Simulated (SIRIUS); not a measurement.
A run of SIRIUS 7.12.0 is set up as follows.

Contents of sirius.json:

```json
{
  "control": {
    "processing_unit": "cpu",
    "std_evp_solver_name": "lapack",
    "gen_evp_solver_name": "lapack",
    "verbosity": 2,
    "print_forces": true,
    "ortho_rf": true,
    "use_second_variation": true,
    "rmt_max": 3.0,
    "num_bands_to_print": 21,
    "save_wf": true
  },
  "parameters": {
    "electronic_structure_method": "full_potential_lapwlo",
    "xc_functionals": ["XC_GGA_X_RPBE", "XC_GGA_C_PBE"],
    "core_relativity": "dirac",
    "valence_relativity": "iora",
    "num_fv_states": 21,
    "smearing": "gaussian",
    "smearing_width": 0.0018374661,
    "pw_cutoff": 25,
    "gk_cutoff": 4.86,
    "lmax_apw": 12,
    "lmax_rho": 8,
    "lmax_pot": 8,
    "num_mag_dims": 3,
    "auto_rmt": 0,
    "ngridk": [10, 10, 10],
    "shiftk": [0, 0, 0],
    "num_dft_iter": 80,
    "energy_tol": 1e-07,
    "density_tol": 1e-05,
    "use_symmetry": true,
    "so_correction": true
  },
  "settings": {"tol_ne": 1e-10},
  "iterative_solver": {"type": "exact"},
  "mixer": {"type": "anderson", "beta": 0.4, "max_history": 8},
  "unit_cell": {
    "lattice_vectors": [[0.0, 4.1271496856, 4.1271496856], [4.1271496856, 0.0, 4.1271496856], [4.1271496856, 4.1271496856, 0.0]],
    "atom_types": ["Al", "N"],
    "atom_files": {"Al": "Al.json", "N": "N.json"},
    "atoms": {"Al": [[0.0, 0.0, 0.0, 0.0, 0.0, 0.0]], "N": [[1.0919967798, 1.0919967798, 1.0919967798, 0.0, 0.0, 0.0]]},
    "atom_coordinate_units": "A"
  }
}
```

File Al.json:

```json
{
  "name": "aluminium",
  "symbol": "Al",
  "number": 13,
  "mass": 26.9815386,
  "rmin": 1e-06,
  "rmt": 2.07,
  "nrmt": 800,
  "rinf": 20.43,
  "core": "1s",
  "valence": [
    {"basis": [{"enu": 0.02, "dme": 0, "n": 0, "auto": 0}, {"enu": 0.02, "dme": 1, "n": 0, "auto": 0}]},
    {"l": 0, "n": 1, "basis": [{"enu": 0.0773, "dme": 0, "n": 0, "auto": 0}]},
    {"l": 1, "n": 2, "basis": [{"enu": 0.12, "dme": 0, "n": 0, "auto": 0}]},
    {"l": 2, "n": 3, "basis": [{"enu": 0.12, "dme": 0, "n": 0, "auto": 0}]}
  ],
  "lo": [
    {
      "l": 0,
      "basis": [{"enu": 0.0773, "dme": 0, "n": 0, "auto": 0}, {"enu": 0.0773, "dme": 1, "n": 0, "auto": 0}]
    },
    {
      "l": 0,
      "basis": [{"enu": -3.725, "dme": 0, "n": 2, "auto": 1}, {"enu": -3.725, "dme": 1, "n": 2, "auto": 1}]
    },
    {
      "l": 0,
      "basis": [{"enu": -3.725, "dme": 1, "n": 2, "auto": 1}, {"enu": 0.0773, "dme": 0, "n": 0, "auto": 0}]
    },
    {"l": 1, "basis": [{"enu": 0.12, "dme": 0, "n": 0, "auto": 0}, {"enu": 0.12, "dme": 1, "n": 0, "auto": 0}]},
    {
      "l": 1,
      "basis": [{"enu": -2.3397, "dme": 0, "n": 2, "auto": 1}, {"enu": -2.3397, "dme": 1, "n": 2, "auto": 1}]
    },
    {
      "l": 1,
      "basis": [{"enu": -2.3397, "dme": 1, "n": 2, "auto": 1}, {"enu": 0.12, "dme": 0, "n": 0, "auto": 0}]
    },
    {"l": 2, "basis": [{"enu": 0.12, "dme": 0, "n": 0, "auto": 0}, {"enu": 0.12, "dme": 1, "n": 0, "auto": 0}]}
  ],
  "free_atom": [... radial grid and density of the free atom, the start of the SCF ...]
}
```

File N.json:

```json
{
  "name": "nitrogen",
  "symbol": "N",
  "number": 7,
  "mass": 14.0067,
  "rmin": 1e-06,
  "rmt": 1.44,
  "nrmt": 800,
  "rinf": 13.03,
  "core": "1s",
  "valence": [
    {"basis": [{"enu": 0.02, "dme": 0, "n": 0, "auto": 0}, {"enu": 0.02, "dme": 1, "n": 0, "auto": 0}]},
    {"l": 0, "n": 1, "basis": [{"enu": -0.0352, "dme": 0, "n": 0, "auto": 0}]},
    {"l": 1, "n": 2, "basis": [{"enu": 0.12, "dme": 0, "n": 0, "auto": 0}]},
    {"l": 2, "n": 3, "basis": [{"enu": 0.12, "dme": 0, "n": 0, "auto": 0}]}
  ],
  "lo": [
    {
      "l": 0,
      "basis": [{"enu": -0.0352, "dme": 0, "n": 0, "auto": 0}, {"enu": -0.0352, "dme": 1, "n": 0, "auto": 0}]
    },
    {"l": 1, "basis": [{"enu": 0.12, "dme": 0, "n": 0, "auto": 0}, {"enu": 0.12, "dme": 1, "n": 0, "auto": 0}]},
    {"l": 2, "basis": [{"enu": 0.12, "dme": 0, "n": 0, "auto": 0}, {"enu": 0.12, "dme": 1, "n": 0, "auto": 0}]}
  ],
  "free_atom": [... radial grid and density of the free atom, the start of the SCF ...]
}
```

sirius_start.json

```json
{
  "control": {
    "processing_unit": "cpu",
    "std_evp_solver_name": "lapack",
    "gen_evp_solver_name": "lapack",
    "verbosity": 1,
    "print_forces": false,
    "ortho_rf": true,
    "use_second_variation": true,
    "rmt_max": 3.0,
    "num_bands_to_print": 21,
    "save_wf": false
  },
  "parameters": {
    "electronic_structure_method": "full_potential_lapwlo",
    "xc_functionals": ["XC_LDA_X", "XC_LDA_C_PW"],
    "core_relativity": "dirac",
    "valence_relativity": "iora",
    "num_fv_states": 21,
    "smearing": "fermi_dirac",
    "smearing_width": 0.0055123983,
    "pw_cutoff": 25,
    "gk_cutoff": 3.89,
    "lmax_apw": 12,
    "lmax_rho": 8,
    "lmax_pot": 8,
    "num_mag_dims": 3,
    "auto_rmt": 0,
    "ngridk": [4, 4, 4],
    "shiftk": [0, 0, 0],
    "num_dft_iter": 30,
    "energy_tol": 0.01,
    "density_tol": 0.05,
    "use_symmetry": true,
    "so_correction": true
  },
  "settings": {"tol_ne": 1e-10},
  "iterative_solver": {"type": "exact"},
  "mixer": {"type": "anderson", "beta": 0.4, "max_history": 8},
  "unit_cell": {
    "lattice_vectors": [[0.0, 4.1271496856, 4.1271496856], [4.1271496856, 0.0, 4.1271496856], [4.1271496856, 4.1271496856, 0.0]],
    "atom_types": ["Al", "N"],
    "atom_files": {"Al": "Al.json", "N": "N.json"},
    "atoms": {"Al": [[0.0, 0.0, 0.0, 0.0, 0.0, 0.0]], "N": [[1.0919967798, 1.0919967798, 1.0919967798, 0.0, 0.0, 0.0]]},
    "atom_coordinate_units": "A"
  }
}
```

Potentials or basis: all-electron FP-LAPW, apw+lo lean.

Launch:

```console
$ OMP_NUM_THREADS=1 sirius.scf --input=sirius_start.json --output=start.json
$ OMP_NUM_THREADS=1 sirius.scf --input=sirius.json --output=output.json --task=1
```

Problem. Predict the band gap on the k mesh.

Solution. 3.36 eV, indirect (least direct gap 4.22 eV).

Caveat: spin-orbit coupling enters by second variation, whose total energy isn't converged in the number of states and isn't listed, and the forces lack its term; few first-variational states were used for spin-orbit coupling, so levels can be off by a tenth of an eV or more; the basis is light, so values aren't converged. A k mesh can miss the band edges.
